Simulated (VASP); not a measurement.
Sr:

```
Sr
1.0
     4.31000    0.00000    0.00000
    -2.15500    3.73257    0.00000
     0.00000    0.00000    7.05000
Sr
2
Direct
  0.66667 0.33333 0.75000
  0.33333 0.66667 0.25000
```

This isn't the form of Sr at room conditions, which is fcc.

- Program: VASP 6.6.1
- Task: single point
- Functional: PBE
- Potentials or basis: VASP PAW PBE potentials, release 64 (Sr_sv)
- Cutoff: 520 eV
- k mesh: 7 × 7 × 4
- Occupations: fermi-dirac, width 0.05 eV
- Spin: no spin polarisation

On this cell: pressure -0.3 GPa; largest force under 0.003 eV/Å; band gap on the k mesh none (metal or under the smearing width).

The same run follows on a disturbed copy (atoms moved at random, drawn with an rms of 0.05 Å):

```
CELL_PARAMETERS angstrom
4.31000 0.00000 0.00000
-2.15500 3.73257 0.00000
0.00000 0.00000 7.05000
ATOMIC_POSITIONS crystal
Sr 0.66611 0.33272 0.75150
Sr 0.34671 0.67081 0.24174
```

**Question.** What does the disturbed cell give?

**Answer.** The energy (extrapolated to zero smearing) moves by +1.7 meV/atom; pressure -0.2 GPa; largest force 0.090 eV/Å; band gap on the k mesh none (metal or under the smearing width).

Forces on the atoms (eV/Å):
```
Sr   0.014  0.004 -0.089
Sr  -0.014 -0.004  0.089
```

Stress tensor (GPa, compression positive):
```
-0.43 -0.06 -0.01
-0.06 -0.39  0.00
-0.01  0.00  0.07
```
